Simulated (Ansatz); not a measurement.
## BaTiO3 under changes of volume

One of the cells (12.839 Å³/atom); the others are scaled copies at fixed shape and fractional positions:

```xyz
5
Lattice="2.8277 1.6326 2.3177 -2.8277 1.6326 2.3177 0.0000 -3.2651 2.3177" Properties=species:S:1:pos:R:3 pbc="T T T"
Ba   -2.7004    1.6624    2.3728
Ti   -0.0605   -0.0667    3.6407
O    -0.0308   -1.5655    4.5301
O    -1.4487    0.8432    4.4791
O     1.4127    0.7592    4.5299
```

- Program: Ansatz 0.2.0
- Functional: PBE
- Potentials or basis: all-electron LAPW, scalar-relativistic
- Cutoff: 510 eV (chosen from the basis error)
- Basis error allowed: 0.001 eV/atom
- k mesh: 7 × 7 × 7
- Occupations: fermi-dirac, width 0.05 eV
- Spin: no spin polarisation

| volume (Å³/atom) | energy over the lowest point (meV/atom) | pressure (GPa) | gap on the mesh (eV) | largest force (eV/Å) |
| --- | --- | --- | --- | --- |
| 12.069 | 96.17 | 22.8 | 2.95 | 3.195 |
| 12.326 | 63.70 | 17.8 | 2.89 | 2.834 |
| 12.582 | 38.72 | 13.4 | 2.83 | 2.498 |
| 12.839 | 20.49 | 9.4 | 2.77 | 2.185 |
| 13.096 | ? | ? | ? | ? |
| 13.353 | 1.70 | 2.6 | 2.66 | 1.637 |
| 13.610 | 0.00 | -0.4 | 2.60 | 1.404 |

Task: What does the run at 13.096 Å³/atom give?

Result: Energy over the lowest point 8.35 meV/atom; pressure 5.8 GPa; gap on the mesh 2.72 eV; largest force 1.898 eV/Å.

Worked out: A Birch-Murnaghan fit of order 3 (a polynomial in V^(-2/3)) to the other rows has its minimum at 13.57 Å³/atom with B0 = V·E''(V) = 150 GPa and B' = 4.4 at fixed shape and positions, which overstates the stiffness. It gives 8.34 meV/atom at 13.096 Å³/atom, against the run's 8.35, and -dE/dV = 5.8 GPa, against 5.8. A straight line through the other rows of the gap, of slope -2.9 eV per unit of ln V, gives 2.71 eV, against the run's 2.72.

Energies are extrapolated to zero smearing.

Caveats: spin-orbit coupling is left out, which moves the levels of the heavy elements; an odd mesh through Γ misses points on the zone boundary, where band edges often lie; forces of over 1 eV/Å show positions far from the minimum, so gaps and moduli don't describe the material at rest.

The runs don't all hold the same shells in valence.
